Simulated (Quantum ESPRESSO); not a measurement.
# Pt under changes of volume

One of the cells (15.080 Å³/atom); the others are scaled copies at fixed shape and fractional positions:

```
CELL_PARAMETERS angstrom
0.00000 1.96090 1.96090
1.96090 0.00000 1.96090
1.96090 1.96090 0.00000
ATOMIC_POSITIONS crystal
Pt 0.00000 0.00000 0.00000
```

| Item | Value |
| --- | --- |
| Program | Quantum ESPRESSO 7.5 |
| Functional | PBEsol |
| Potentials or basis | PseudoDojo 0.4.1 SR PBEsol standard |
| Cutoff | 1143 eV |
| Density cutoff | 4572 eV |
| k mesh | 12 × 12 × 12 |
| Occupations | fermi-dirac, width 0.05 eV |
| Spin | no spin polarisation |

```csv
volume (Å³/atom),energy over the lowest point (meV/atom),pressure (GPa)
14.175,47.66,19.4
14.477,?,?
14.778,3.35,4.9
15.080,0.00,-1.1
15.381,7.26,-6.4
15.683,23.88,-11.1
15.985,48.72,-15.2
```

What does the run at 14.477 Å³/atom give?

Energy over the lowest point 18.70 meV/atom; pressure 11.7 GPa.

Worked out: A Birch-Murnaghan fit of order 3 (a polynomial in V^(-2/3)) to the other rows has its minimum at 15.02 Å³/atom with B0 = V·E''(V) = 287 GPa and B' = 5.3. It gives 18.65 meV/atom at 14.477 Å³/atom, against the run's 18.70, and -dE/dV = 11.6 GPa, against 11.7.

Energies are extrapolated to zero smearing.
